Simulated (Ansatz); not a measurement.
**Cs: XPS core lines**

Cell: a computed structure from the Materials Project (it need not be an observed phase), repeated to a supercell; a hole's nearest image is 8.2 Å away.

Space group Pnma (No. 62); a = 10.3672, b = 8.2377, c = 5.4440 Å.

```
site  Wyckoff  site symmetry       x       y       z
 Cs1       4c            .m.  0.6319  0.2500  0.3392
```

One atom of each set is listed; the run and its k-mesh use a cell of 8 atoms with edges of 10.37, 8.24, 10.89 Å.

Computed with Ansatz: DFT, PBE, plane waves and PAW, scalar-relativistic, 420 eV cutoff, Γ-centred 3×3×3 k-points, Fermi–Dirac smearing 0.05 eV.

Each value is a total-energy difference between the cell with one core hole and the ground state (ΔSCF), counted from the Fermi energy. 

Q: What binding energies does the calculation give for Cs 3d?

A: 

| line | atom | first shell | E_B (eV) | j = l + ½ / j = l − ½ (eV) |
| --- | --- | --- | --- | --- |
| Cs 3d | 1 | no neighbour within 4.6 Å | 726.1 | 720.5 / 734.4 |

For p, d and f shells E_B is the weighted mean of the two lines, whose splitting comes from the free atom's Dirac orbitals.

Absolute PBE values can be off by an eV or more, and the 3d and 4f lines of heavy atoms by several eV. Multiplets, satellites and widths aren't calculated.

The run took 1.9 min of wall time (1.9 min of CPU time) and 1.5 GiB at its peak, on 1 thread of Intel Xeon 6975P-C (Granite Rapids) (x86_64; 16 cores open to the job, memory cap 2.5 GiB, no GPU), a shared host with a load of 0.3 a core.
